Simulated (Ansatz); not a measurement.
Structure relaxation of Ti₃Se

Level of theory: DFT PBE, scalar-relativistic, plane waves, PAW in Ansatz.

Ti₃Se was placed on the Ni3Sn (D0_19) structure type (P6_3/mmc, No. 194), with Se in place of Sn, Ti in place of Ni, at a guessed volume.

The final relaxation ran on this input, with the default PAW datasets:

```yaml
crystal:
  lattice:
    - [5.5808289932, 0.0, 0.0]
    - [-2.7904144966, 4.8331396823, 0.0]
    - [0.0, 0.0, 4.7559433488]
  atoms:
    - { symbol: Ti, position: [0.8355493911, 0.6710987823, 0.25] }
    - { symbol: Ti, position: [0.1644506089, 0.8355493911, 0.75] }
    - { symbol: Ti, position: [0.3289012177, 0.1644506089, 0.25] }
    - { symbol: Ti, position: [0.1644506089, 0.3289012177, 0.75] }
    - { symbol: Ti, position: [0.8355493911, 0.1644506089, 0.25] }
    - { symbol: Ti, position: [0.6710987823, 0.8355493911, 0.75] }
    - { symbol: Se, position: [0.3333333333, 0.6666666667, 0.25] }
    - { symbol: Se, position: [0.6666666667, 0.3333333333, 0.75] }
basis:
  ecutwfc: 420
kpoints:
  mp_grid: { grid: [12, 12, 8] }
hamiltonian:
  xc: pbe
scf:
  occupations: { method: gaussian, width: 0.1 }
output:
  forces: true
  stress: true
  eigenvalues: true
relax:
  adjacent_minimum: "off"
  f_tol: 0.01
  max_steps: 80
  cell: { stress_tol: 0.05 }
```

Launched as:

```bash
ansatz run input.yaml --threads 1 --pin off --max-ram 2560MiB --backend cpu --events-out ev --progress --plain --runs-dir out
```

The run took 3 min on 1 thread of Arm Neoverse V2, on a shared host, peak memory 0.79 GiB.

End of the output:

```
SCF converged after 8 iterations
Free energy (F): -25938.595856 eV
Harris-Foulkes:  -25938.595856 eV  (|F-HF|=0.00e0)
Internal energy: -25938.548232 eV  (E = F + TS)
E sigma→0 (E₀):  -25938.572044 eV
Entropy (-TS):   -0.047624 eV (-5.953 meV/atom)
Fermi energy:    15.500827 eV
--- Per-component energies (eV) ---
  E_band       = -1391.525324
  E_kinetic    = 1891.810697
  E_local      = -8445.349339  (includes V_loc(G=0)·N_el)
  E_nonlocal   = -1129.114916
  E_hartree    = 3915.939096
  E_xc         = -798.631326
  E_vxc        = -935.941248  (∫ρ·V_xc dr)
  E_paw        = -10118.895721  (= ΣΔE_a)
  E_vpaw       = -604.808267  (= ΣTr[D̂ρ^β])
  E_aug_tail   = -0.000441  (compensation charges beyond the density's cutoff)
  E_ewald      = -11254.306281
  E_smearing   = -0.047624  (= −TS)
  E_closure    = 0.000000  (closes the sum)
  Σ components = -25938.595856   (vs F -25938.595856, Δ=0.00e0)
--- Forces (eV/Å), atoms counted from 1 ---
  atom   1  Ti     0.00000000     0.00029761     0.00000000
  atom   2  Ti    -0.00025773     0.00014880     0.00000000
  atom   3  Ti    -0.00025773    -0.00014880     0.00000000
  atom   4  Ti     0.00000000    -0.00029761     0.00000000
  atom   5  Ti     0.00025773    -0.00014880     0.00000000
  atom   6  Ti     0.00025773     0.00014880     0.00000000
  atom   7  Se     0.00000000     0.00000000     0.00000000
  atom   8  Se     0.00000000     0.00000000     0.00000000
  max |Σ_I F_I| component: 5.69e-18 eV/Å
--- Stress (GPa, compression-positive) ---
        0.011418       0.000000       0.000000
        0.000000       0.011418       0.000000
        0.000000       0.000000      -0.015022
  P = ⅓ Tr σ = 0.0026 GPa (0.026 kbar)
--- Relaxed structure (3 steps of the walk, 3 accepted, 1 SCFs on fresh bases) ---
  F+E_penalty+E_count = -25938.59585600 eV   max|allowed force component| = 2.976e-4 eV/Å   (the final SCF, on the basis selected at the relaxed cell)
  cell:  # Å, volume = 128.0094 Å³
    - [5.578807, 0.000000, 0.000000]
    - [-2.789404, 4.831389, 0.000000]
    - [0.000000, 0.000000, 4.749289]
  atoms:
    - { symbol: Ti, position: [0.835295, 0.670590, 0.250000] }
    - { symbol: Ti, position: [0.164705, 0.835295, 0.75] }
    - { symbol: Ti, position: [0.329410, 0.164705, 0.250000] }
    - { symbol: Ti, position: [0.164705, 0.329410, 0.75] }
    - { symbol: Ti, position: [0.835295, 0.164705, 0.250000] }
    - { symbol: Ti, position: [0.670590, 0.835295, 0.75] }
    - { symbol: Se, position: [0.333333, 0.666667, 0.250000] }
    - { symbol: Se, position: [0.666667, 0.333333, 0.75] }
```

Total energies depend on the potentials used, so only differences within one code and one set of settings carry meaning.

The result has space group P6_3/mmc (No. 194). Ti has 8 Ti at 2.76–2.86 Å and 4 Se at 2.79–2.88 Å; Se has 12 Ti at 2.79–2.88 Å.

Against the elements it lies at -0.30 eV/atom. Formation energies are uncorrected and refer to the elements' standard structures at the same level.

The k mesh leaves about 4 meV/atom of noise in metals.

Symmetry constrained the relaxation, so the result can be a saddle point.